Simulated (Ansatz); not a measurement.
# ZnSe2: the cost of one run

Method: DFT PBE, scalar-relativistic, plane waves, PAW, in Ansatz 0.2.0.

## 1. The starting structure

The structure is tetragonal, space group P4/mmm (No. 123). The conventional cell has a = 4.783 Å, b = 4.783 Å, c = 3.205 Å, α = 90.00°, β = 90.00°, γ = 90.00°. Zn (site symmetry 4/mmm) is surrounded by 8 Se at 2.88 Å and 2 Zn at 3.21 Å. Se (site symmetry mmm) is surrounded by 4 Zn at 2.88 Å.

Coordinates:

```cif
data_structure
_symmetry_space_group_name_H-M 'P4/mmm'
_symmetry_Int_Tables_number 123
_cell_length_a 4.7834
_cell_length_b 4.7834
_cell_length_c 3.2050
_cell_angle_alpha 90.000
_cell_angle_beta 90.000
_cell_angle_gamma 90.000
_cell_volume 73.33
loop_
_atom_site_label
_atom_site_type_symbol
_atom_site_symmetry_multiplicity
_atom_site_Wyckoff_symbol
_atom_site_fract_x
_atom_site_fract_y
_atom_site_fract_z
_atom_site_occupancy
Zn1 Zn 1 a 0.00000 0.00000 0.00000 1
Se1 Se 2 e 0.00000 0.50000 0.50000 1
```

The cell is invented: random cell by space group and Wyckoff sites (P4/mmm, No. 123). Its size is a rough estimate.

## 2. A first look at the guess

Contents of input.yaml:

```yaml
crystal:
  lattice:
    - [4.78338815, 0.0, 0.0]
    - [0.0, 4.78338815, 0.0]
    - [0.0, 0.0, 3.20502327]
  atoms:
    - { symbol: Zn, position: [0.0, 0.0, 0.0] }
    - { symbol: Se, position: [0.0, 0.5, 0.5] }
    - { symbol: Se, position: [0.5, 0.0, 0.5] }
basis:
  ecutwfc: 420
kpoints:
  mp_grid: { grid: [4, 4, 6] }
hamiltonian:
  xc: pbe
scf:
  occupations: { method: gaussian, width: 0.1 }
  lower_state_search: "off"
output:
  forces: true
  stress: true
  eigenvalues: true
```

Command:

```console
$ ansatz run input.yaml --threads 1 --pin off --max-ram 2560MiB --backend cpu --events-out ev --progress --plain --runs-dir out
```

Q: Estimate wall time and peak memory on 1 thread of Intel Xeon 6975P-C (Granite Rapids), shared host.

About 1.3 s, with a peak of 0.37 GiB.
